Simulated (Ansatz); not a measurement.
**Relaxing Tl**

Method: DFT PBEsol, scalar-relativistic, plane waves, PAW in Ansatz. Cutoff 420 eV, Γ-centred k mesh, Gaussian smearing, no spin polarisation in the final step.

Tl was placed on the indium (bct) structure type (I4/mmm, No. 139), at a guessed volume.

```yaml
crystal:
  lattice:
    - [-1.72511, 1.72511, 2.62451]
    - [1.72511, -1.72511, 2.62451]
    - [1.72511, 1.72511, -2.62451]
  atoms:
    - { symbol: Tl, position: [0.00000, 0.00000, 0.00000] }
```

Steps on the 22×22×22 mesh (1 atom). 5 of 7 steps are shown, and the free energy counts from the last. Trial steps that were taken back and renewals of the plane-wave basis can be among the rows.

| step | ΔF (meV/atom) | V (Å³/atom) | P (GPa) |
| --- | --- | --- | --- |
| 1 | 28.4 | 31.24 | -2.79 |
| 2 | 3.2 | 29.28 | -1.11 |
| 3 | -0.3 | 28.11 | 0.32 |
| 4 | -0.5 | 28.35 | -0.01 |
| 7 | 0.0 | 28.34 | -0.02 |

A final relaxation ran on a 24×24×24 mesh. The relaxed crystal, I4/mmm (No. 139):

```cif
data_structure
_symmetry_space_group_name_H-M 'I4/mmm'
_symmetry_Int_Tables_number 139
_cell_length_a 3.3679
_cell_length_b 3.3679
_cell_length_c 4.9912
_cell_angle_alpha 90.000
_cell_angle_beta 90.000
_cell_angle_gamma 90.000
_cell_volume 56.61
loop_
_atom_site_label
_atom_site_type_symbol
_atom_site_symmetry_multiplicity
_atom_site_Wyckoff_symbol
_atom_site_fract_x
_atom_site_fract_y
_atom_site_fract_z
_atom_site_occupancy
Tl1 Tl 2 a 0.00000 0.00000 0.00000 1
```

- Volume per atom: 28.31 Å³
- Density: 11.99 g/cm³
- Energy over the standard structure: 0.01 eV/atom
- Gap on the 24×24×24 mesh: 0 eV (a metal)

Energies count from the standard state of Tl at the same level.

The final run used a 24×24×24 mesh on its 1-atom cell and 0.10 eV smearing. The k mesh leaves about 4 meV/atom of noise in metals. Spin–orbit coupling is left out.

Symmetry constrained the relaxation, so the result can be a saddle point.